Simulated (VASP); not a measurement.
Runs of VASP 6.6.1 on MgO. All rows change the cell; the cell of one of them follows. The structure is tetragonal, space group I-4m2 (No. 119). Conventional cell: a = 3.227 Å, b = 3.227 Å, c = 4.459 Å, α = 90.00°, β = 90.00°, γ = 90.00°. Around Mg (site symmetry -4m2) lie 4 O at 1.96 Å. O (site symmetry -4m2) has 4 Mg at 1.96 Å as nearest neighbours. The cell was built by a generator and needn't be a form met in nature.

```tsv
level	cell	k mesh	smearing	exchange at q = 0	grid for exact exchange (PRECFOCK)	screening parameter	gap on the mesh (eV)	pressure (GPa)
HSE06	uniaxial_x strain -2.3%	6 × 6 × 6	gaussian 0.01 eV	truncated	Normal	0.2079 1/A	5.36	3.0
PBE	uniaxial_z strain +2.5%	10 × 10 × 10	fermi-dirac 0.02 eV	-	-	-	3.48	0.3
HSE06	hydrostatic strain -1.3%	6 × 6 × 6	gaussian 0.01 eV	truncated	Normal	0.2079 1/A	(a)	5.5
HSE06	uniaxial_z strain +2.5%	6 × 6 × 6	gaussian 0.01 eV	truncated	Normal	0.2079 1/A	(b)	-3.2
```

Alike in all rows: task single point; potentials or basis VASP PAW PBE potentials, release 64 (Mg, O); no spin polarisation; cutoff (eV) 520.

Question: Estimate the missing entries.

Answer: (a) 5.50; (b) 5.06.

Caveats: the PAW data sets were made with another functional, which shifts forces and pressure a little (some runs).

